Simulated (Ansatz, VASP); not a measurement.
## One cell, several codes and potentials: MgO

System: MgO (rock salt type, first atom moved by 0.06 Å along [111]), 2 atoms in the cell.

```yaml
crystal:
  lattice:
    - [0.00000, 2.12500, 2.12500]
    - [2.12500, 0.00000, 2.12500]
    - [2.12500, 2.12500, 0.00000]
  atoms:
    - { symbol: Mg, position: [0.00815, 0.00815, 0.00815] }
    - { symbol: O, position: [0.50000, 0.50000, 0.50000] }
```
Lattice in Å, positions in fractions of it.

All runs use HSE06; k-mesh 4×4×4 Γ-centred; Fermi–Dirac smearing of 0.05 eV; no spin polarisation. Exact exchange at q = 0 is regularized (HFRCUT = 0 in VASP). VASP pressures are printed at a fixed basis; Ansatz's pressures include its basis correction. The all-electron reference is a plane-wave run on PAW datasets generated for this crystal and functional, not LAPW.

| run | pressure (GPa) | Fx on Mg1 (eV/Å) |
| --- | --- | --- |
| Ansatz with JTH PAW, 1380 eV | -4.56 | -0.160 |
| Ansatz hand-made PAW, 930 eV | -4.92 | -0.159 |
| Ansatz PAW hard set, 700 eV | -4.99 | -0.159 |
| Ansatz PAW soft set 1, 420 eV | -4.95 | -0.159 |
| VASP, Mg_pv/O, 525 eV | -4.69 | -0.165 |

Q: What does the all-electron calculation give for these quantities?

A: Ansatz all-electron PAW datasets made for this crystal, 400 eV: pressure -4.97 GPa, Fx on Mg1 -0.159 eV/Å. All forces:

| atom | Fx (eV/Å) | Fy (eV/Å) | Fz (eV/Å) |
| --- | --- | --- | --- |
| Mg1 | -0.159 | -0.159 | -0.159 |
| O2 | 0.159 | 0.159 | 0.159 |

The k-mesh is modest, so these values aren't fully converged in k. Potentials made with PBE were used with another functional (at least in: Ansatz with JTH PAW, 1380 eV; Ansatz PAW hard set, 700 eV; VASP, Mg_pv/O, 525 eV).
